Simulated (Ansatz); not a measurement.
# HfB2 (P6/mmm) in Ansatz: relaxation of cell and atoms with PBE+U

Aim: the relaxation of cell and atoms of HfB2 with PBE+U.

Everything below comes from runs of Ansatz 0.2.0. Logs are shortened: lines on timing, memory, paths and dates and some standing lists are left out, and cuts for length are marked.

## (1) The crystal as given

It takes space group P6/mmm (No. 191, hexagonal). Conventional cell: a = 3.140 Å, b = 3.140 Å, c = 3.480 Å, α = 90.00°, β = 90.00°, γ = 120.00°. Hf (site symmetry 6/mmm) is surrounded by 12 B at 2.51 Å. B (site symmetry -6m2) has 3 B at 1.81 Å as nearest neighbours.

## (2) Relaxation of cell and atoms, PBE+U

Contents of input.yaml:

```yaml
crystal:
  lattice:
    - [3.14, 0.0, 0.0]
    - [-1.57, 2.7193197679, 0.0]
    - [0.0, 0.0, 3.48]
  atoms:
    - { symbol: Hf, position: [0.0, 0.0, 0.0] }
    - { symbol: B, position: [0.6666666667, 0.3333333333, 0.5] }
    - { symbol: B, position: [0.3333333333, 0.6666666667, 0.5] }
hamiltonian:
  xc: pbe
  pseudopotentials: { kind: paw }
  hubbard: { sites: [{ species: Hf, l: d, u_eff: 8.0 }] }
kpoints:
  mp_grid: { grid: [10, 10, 8] }
scf:
  occupations: { method: fermi_dirac, width: 0.05 }
output:
  forces: true
  stress: true
  eigenvalues: true
relax:
  f_tol: 0.01
  max_steps: 40
  cell: { stress_tol: 0.05 }
```

Potentials or basis: Ansatz PAW.

Command:

```sh
ansatz run input.yaml --threads 2 --pin off --max-ram 5632MiB --backend cpu --events-out ev --progress --plain --runs-dir out
```

The log of the run:

```text
Warning: RAYON_NUM_THREADS=2 ignored (pool sized by the plan → 2); use --threads N
Hf: projections on atomic orbitals take those of the free atom [Kr 4d10] 4f14 5s2 5p6 5d2 6s2, of charge +0.00 (hamiltonian.pseudopotentials.projection_atoms); the dataset's partial waves leave at most 4.9e-5 of an orbital's norm unspanned inside its sphere
B: projections on atomic orbitals take those of the free atom [He] 2s2 2p1, of charge +0.00 (hamiltonian.pseudopotentials.projection_atoms); the dataset's partial waves leave at most 3.0e-9 of an orbital's norm unspanned inside its sphere
Engine: ansatz 0.2.0, aarch64-unknown-linux-gnu
Pseudopotentials: kind: paw
Pseudopotential: Hf, paw, valence charge 26, recommended cutoff 420 eV (normal), Hf.paw.azcp
Pseudopotential: B, paw, valence charge 3, recommended cutoff 420 eV (normal), B.paw.azcp
Functional definition: PBE
  parameter kappa = 0.804
  parameter beta = 0.06672455060314922
  exchange = pbe_x(kappa = kappa, mu = beta*pi^2/3)
  correlation = pbe_c(beta = beta)
Crystal: 3 atoms, lattice volume = 29.715 Å³
Basis set: ecut = 420 eV, 563 PW (Γ), exchange–correlation on 48×48×48 points (8 copies of the dense FFT grid, shifted against one another)
Bands: 20, of which v1, the nominal top of the filled ones, is band 16 counted from 1 (15 counted from 0)
Symmetry: 24 space group operations
Space group: P6/mmm (ITA 191), of the structure as read, at distance tolerance 3.1e-5 Å
k-points: 70 of 800
Non-local potential: Hf, projectors of the file, l = 0: 3, l = 1: 2, l = 2: 2, l = 3: 3
Non-local potential: B, projectors of the file, l = 0: 2, l = 1: 2, l = 2: 1
PAW form: soft (Blöchl's): semilocal exchange-correlation on the pseudo side does not see the compensation charge
PAW one-centre angular grid: Hf, 590 points (default); XC on 64 Gauss nodes
PAW one-centre angular grid: B, 110 points (default); XC on 64 Gauss nodes
Initial density: superposition of atomic densities (chi_scale 0.1, normalization cell, long waves kept (reshape's long-wave potential 0.00 eV rms))
Initial wavefunctions: pseudopotential atomic-orbital guess
Functional: x = pbe(κ = 0.804, μ = 0.2195149727645171), c = pbe(β = 0.06672455060314922)
SCF iter   1: F=—  HF=-16029.508751 eV  |F-HF|=—  |Δ(HF+E_count)|=         —  Δρ=9.70e-2  dr2=5.20e0  ethr=3.10e-3  ⟨swp⟩=3.9  Hψ=5439  notcnv=0
preconditioner: auto → none  [metal: Δε(μ)=0.028 eV  Ē_g=17.859 eV  σ=0.050 eV  W_gap=0.14  n_scr=8 (ndim 8)  ℏωp=37.3 eV  f_vac=0.000  D(μ)=0.74/eV (n_scr^D=2)  sad-step TF]
SCF iter   2: F=—  HF=-16028.299497 eV  |F-HF|=—  |Δ(HF+E_count)|=    1.21e0  Δρ=5.30e-2  dr2=1.56e0  ethr=3.10e-3  ⟨swp⟩=3.1  Hψ=3118  notcnv=0
SCF iter   3: F=—  HF=-16028.029337 eV  |F-HF|=—  |Δ(HF+E_count)|=   2.70e-1  Δρ=1.40e-2  dr2=6.23e-2  ethr=3.10e-3  ⟨swp⟩=2.8  Hψ=3108  notcnv=0
SCF iter   4: F=—  HF=-16027.930295 eV  |F-HF|=—  |Δ(HF+E_count)|=   9.90e-2  Δρ=7.16e-3  dr2=1.79e-2  ethr=1.95e-4  ⟨swp⟩=2.4  Hψ=3395  notcnv=0
SCF iter   5: F=—  HF=-16027.943451 eV  |F-HF|=—  |Δ(HF+E_count)|=   1.32e-2  Δρ=2.31e-3  dr2=1.35e-3  ethr=5.59e-5  ⟨swp⟩=2.1  Hψ=2755  notcnv=0
SCF iter   6: F=—  HF=-16027.942544 eV  |F-HF|=—  |Δ(HF+E_count)|=   9.07e-4  Δρ=3.47e-4  dr2=3.10e-5  ethr=4.21e-6  ⟨swp⟩=2.0  Hψ=2510  notcnv=0
SCF iter   7: F=—  HF=-16027.942560 eV  |F-HF|=—  |Δ(HF+E_count)|=   1.60e-5  Δρ=4.48e-5  dr2=5.38e-7  ethr=9.70e-8  ⟨swp⟩=2.0  Hψ=2404  notcnv=0
SCF iter   8: F=—  HF=-16027.942563 eV  |F-HF|=—  |Δ(HF+E_count)|=   2.61e-6  Δρ=2.44e-5  dr2=3.40e-7  ethr=3.13e-10  ⟨swp⟩=6.8  Hψ=7644  notcnv=0
SCF iter   9: F=-16027.942563 eV  HF=-16027.942563 eV  |F-HF|=7.42e-10  |Δ(HF+E_count)|=   4.66e-9  Δρ=8.98e-6  dr2=3.03e-8  ethr=3.13e-10  ⟨swp⟩=3.1  Hψ=6085  notcnv=0
SCF 1 converged in 9 iterations: F = -16027.942563 eV  dr2 = 3.03e-8
relax step   1: F+E_penalty+E_count = -16027.94256291 eV  Δ(F+E_penalty+E_count) = +0.000e0 eV  max|allowed force component| = 1.850e-16 eV/Å  Δτ_max = 0.0000 Å  P = +10.549 GPa  Ω = 29.715 Å³  (9 SCF iters, dr2 threshold 1.00e-7 eV, accepted)
Crystal: 3 atoms, lattice volume = 31.496 Å³
Basis set: ecut = 420 eV, 565 PW (Γ), exchange–correlation on 48×48×48 points (8 copies of the dense FFT grid, shifted against one another)
Initial density: handed on by an earlier stage of this run
Initial wavefunctions: those handed on with the density
iter 1 solved again at ethr=8.44e-5 eV; its pass at ethr=3.10e-3 eV (dr2=2.70e-2 eV) is discarded
[... 46 lines left out ...]
Crystal: 3 atoms, lattice volume = 31.134 Å³
iter 1 solved again at ethr=3.44e-9 eV; its pass at ethr=3.10e-3 eV (dr2=1.10e-6 eV) is discarded
SCF iter   1: F=—  HF=-16028.000551 eV  |F-HF|=—  |Δ(HF+E_count)|=         —  Δρ=4.84e-5  dr2=1.06e-6  ethr=3.44e-9  ⟨swp⟩=2.0  Hψ=7575  notcnv=0
preconditioner: auto → none  [metal: Δε(μ)=0.040 eV  Ē_g=18.520 eV  σ=0.050 eV  W_gap=0.19  n_scr=8 (ndim 8)  ℏωp=36.5 eV  f_vac=0.000  D(μ)=0.50/eV (n_scr^D=0)]
SCF iter   2: F=—  HF=-16028.000551 eV  |F-HF|=—  |Δ(HF+E_count)|=   1.31e-7  Δρ=2.13e-5  dr2=1.92e-7  ethr=3.32e-9  ⟨swp⟩=2.7  Hψ=2391  notcnv=0
SCF iter   3: F=—  HF=-16028.000551 eV  |F-HF|=—  |Δ(HF+E_count)|=  9.31e-10  Δρ=1.04e-5  dr2=1.53e-8  ethr=1.38e-10  ⟨swp⟩=4.6  Hψ=5115  notcnv=0
SCF iter   4: F=-16028.000551 eV  HF=-16028.000551 eV  |F-HF|=1.58e-8  |Δ(HF+E_count)|=   4.75e-8  Δρ=4.07e-6  dr2=3.94e-9  ethr=4.78e-11  ⟨swp⟩=4.4  Hψ=5037  notcnv=0
SCF 6 converged in 4 iterations: F = -16028.000551 eV  dr2 = 3.94e-9
relax step   6: F+E_penalty+E_count = -16028.00055075 eV  Δ(F+E_penalty+E_count) = +9.644e-6 eV  max|allowed force component| = 1.234e-16 eV/Å  Δτ_max = 0.0000 Å  P = +0.000 GPa  Ω = 31.134 Å³  energy of the carried Pulay correction = -1.434e-5 eV  (4 SCF iters, dr2 threshold 4.42e-8 eV, accepted)
iter 1 solved again at ethr=7.67e-9 eV; its pass at ethr=3.10e-3 eV (dr2=2.45e-6 eV) is discarded
SCF iter   1: F=—  HF=-16028.000558 eV  |F-HF|=—  |Δ(HF+E_count)|=         —  Δρ=4.18e-6  dr2=3.83e-9  ethr=7.67e-9  ⟨swp⟩=3.4  Hψ=9906  notcnv=0
SCF iter   2: F=—  HF=-16028.000558 eV  |F-HF|=—  |Δ(HF+E_count)|=   3.52e-8  Δρ=2.07e-6  dr2=1.27e-9  ethr=1.20e-11  ⟨swp⟩=3.2  Hψ=3042  notcnv=0
SCF iter   3: F=—  HF=-16028.000558 eV  |F-HF|=—  |Δ(HF+E_count)|=  4.53e-10  Δρ=7.64e-7  dr2=1.14e-10  ethr=3.95e-12  ⟨swp⟩=2.0  Hψ=2522  notcnv=0
SCF iter   4: F=—  HF=-16028.000558 eV  |F-HF|=—  |Δ(HF+E_count)|=  8.91e-10  Δρ=5.64e-7  dr2=2.10e-10  ethr=1.00e-12  ⟨swp⟩=6.2  Hψ=7150  notcnv=0
SCF iter   5: F=-16028.000558 eV  HF=-16028.000558 eV  |F-HF|=9.09e-12  |Δ(HF+E_count)|=  1.42e-10  Δρ=1.45e-7  dr2=5.02e-12  ethr=1.00e-12  ⟨swp⟩=4.5  Hψ=6889  notcnv=0
SCF 7 converged in 5 iterations: F = -16028.000558 eV  dr2 = 5.02e-12
relax step   7: F+E_penalty+E_count = -16028.00055792 eV  Δ(F+E_penalty+E_count) = -7.173e-6 eV  max|allowed force component| = 1.480e-16 eV/Å  Δτ_max = 0.0000 Å  P = +0.001 GPa  Ω = 31.134 Å³  stress off target by 1.95e-3 GPa  SCF on the basis re-selected at this cell (its energy is not comparable with the rows above)  (5 SCF iters)
basis re-selected at this cell: Δ(F+E_penalty+E_count) = -7.173e-6 eV, ΔP = +0.001 GPa vs the last step (what re-selecting the basis moved, of the pressure what is left beyond the Pulay correction that the steps carried, after the strain that the cell walked since its last selection, with what the two solves' SCF thresholds leave and, on support functions, any second-order correction that the steps lacked; it is no measure of the basis error at this ecutwfc). This SCF's stress stands 1.95e-3 GPa from its target on what of the cell is left free (relax.cell.stress_tol is 5.00e-2 GPa) and its largest allowed force component is 1.48e-16 eV/Å (relax.f_tol is 1.00e-2 eV/Å): within both
SCF converged after 5 iterations
Free energy (F): -16028.000558 eV
Harris-Foulkes:  -16028.000558 eV  (|F-HF|=9.09e-12)
Internal energy: -16027.996637 eV  (E = F + TS)
E sigma→0 (E₀):  -16027.998597 eV
Entropy (-TS):   -0.003921 eV (-1.307 meV/atom)
Fermi energy:    20.683384 eV
--- Per-component energies (eV) ---
  E_band       = 86.152806
  E_kinetic    = 521.015824
  E_local      = -5396.933785  (includes V_loc(G=0)·N_el)
  E_nonlocal   = -1221.982110
  E_hartree    = 2552.588453
  E_xc         = -365.700942
  E_vxc        = -344.432688  (∫ρ·V_xc dr)
  E_hubbard    = 7.884594  (on-site DFT+U / exact-exchange correction)
  E_vhub       = 4.861551  (the Hubbard potential's part of the band-sum identity)
  E_paw        = -7084.422265  (= ΣΔE_a)
  E_vpaw       = 1418.447258  (= ΣTr[D̂ρ^β])
  E_aug_tail   = -0.000008  (compensation charges beyond the density's cutoff)
  E_ewald      = -5040.446397
  E_smearing   = -0.003921  (= −TS)
  E_closure    = 0.000000  (closes the sum)
  Σ components = -16028.000558   (vs F -16028.000558, Δ=0.00e0)
--- Forces (eV/Å), atoms counted from 1 ---
  atom   1  Hf     0.00000000     0.00000000     0.00000000
  atom   2  B      0.00000000    -0.00000000     0.00000000
  atom   3  B      0.00000000     0.00000000     0.00000000
  max |Σ_I F_I| component: 1.31e-31 eV/Å
--- Stress (GPa, compression-positive) ---
        0.001955      -0.000000       0.000000
        0.000000       0.001955       0.000000
        0.000000       0.000000      -0.000867
  P = ⅓ Tr σ = 0.0010 GPa (0.010 kbar)
--- Band table (eV; the first three rows and the last of 70) ---
  k-point 0: bands = ["-43.1703", "-11.9666", "-11.4843", "-11.4843", "6.3634", "6.8448", "6.8785", "6.8785", "6.8889", "6.8889", "6.8943", "6.9896", "16.7965", "17.6783", "17.6783", "17.9550", "24.5558", "24.5558", "24.9101", "24.9328"]
  k-point 1: bands = ["-43.1661", "-11.9911", "-11.4825", "-11.4825", "6.5700", "6.8444", "6.8805", "6.8805", "6.8871", "6.8871", "6.8943", "6.9896", "15.5023", "17.8122", "17.8122", "19.1891", "23.4463", "23.4463", "24.1274", "24.1274"]
  k-point 2: bands = ["-43.1539", "-12.0520", "-11.4781", "-11.4781", "6.8328", "6.8828", "6.8828", "6.8854", "6.8854", "6.8942", "6.9896", "7.1708", "13.8002", "18.1930", "18.1930", "20.7372", "22.3420", "22.3420", "23.1362", "23.1362"]
  k-point 69: bands = ["-43.1231", "-11.9872", "-11.9680", "-11.8407", "6.8663", "6.8673", "6.8728", "6.8799", "6.8932", "6.9189", "6.9652", "11.1814", "12.1171", "14.4883", "16.7702", "17.1336", "24.0054", "25.6336", "26.5634", "26.8818"]
Occupation matrices written to <dir>
--- Relaxed structure (5 steps of the walk, 5 accepted, 2 SCFs on fresh bases) ---
  F+E_penalty+E_count = -16028.00055792 eV   max|allowed force component| = 1.480e-16 eV/Å   (the final SCF, on the basis selected at the relaxed cell)
  cell:  # Å, volume = 31.1344 Å³
    - [3.158961220621014, 0.0, 0.0]
    - [-1.579480610310507, 2.735740666627697, 0.0]
    - [0.0, 0.0, 3.602639640336412]
  atoms:
    - { symbol: Hf, position: [6.202139773810337e-35, 3.885481138290951e-35, 0.0] }
    - { symbol: B, position: [0.6666666666666666, 0.33333333333333326, 0.49999999999999994] }
    - { symbol: B, position: [0.33333333333333326, 0.6666666666666665, 0.49999999999999994] }
```

Wall time 15 s (2 threads of Arm Neoverse V2, shared host); peak memory 0.37 GiB.

Results:

- Free energy: -16028.0006 eV
- Relaxed volume: 10.38 Å³/atom
- Relaxed cell: a = 3.159 Å, b = 3.159 Å, c = 3.603 Å, α = 90.00°, β = 90.00°, γ = 120.00°
- Space group after relaxing (to 0.05 Å): P6/mmm (No. 191)
- Energy gained by relaxing: 19.3 meV/atom
- Ionic steps: 7
- Pressure after relaxing: 0.0 GPa
- Band gap on the k mesh: none (metal or under the smearing width)

Step by step:
| step | energy change (eV) | largest force (eV/Å) | volume (Å³) |
| --- | --- | --- | --- |
| 1 | 0.0000 | 0.0000 | 29.71 |
| 2 | -0.0496 | 0.0000 | 31.50 |
| 3 | -0.0557 | 0.0000 | 31.20 |
| 4 | -0.0559 | 0.0000 | 31.12 |
| 5 | -0.0580 | 0.0000 | 31.12 |
| 6 | -0.0580 | 0.0000 | 31.13 |
| 7 | -0.0580 | 0.0000 | 31.13 |

Final structure:
```yaml
crystal:
  lattice:
    - [3.15896, 0.00000, 0.00000]
    - [-1.57948, 2.73574, 0.00000]
    - [0.00000, 0.00000, 3.60264]
  atoms:
    - { symbol: Hf, position: [0.00000, 0.00000, 0.00000] }
    - { symbol: B, position: [0.66667, 0.33333, 0.50000] }
    - { symbol: B, position: [0.33333, 0.66667, 0.50000] }
```

Eigenvalues of the final occupation matrices:
```tsv
site	spin	trace	eigenvalues
site 1	1	1.36	0.24 0.25 0.25 0.32 0.32
```

Caveat: the plane-wave basis is chosen anew once the cell has moved, so the energies of steps on either side of that aren't comparable; U without spin polarisation on a metal has little footing; the U is typed as a test and isn't derived for this compound.
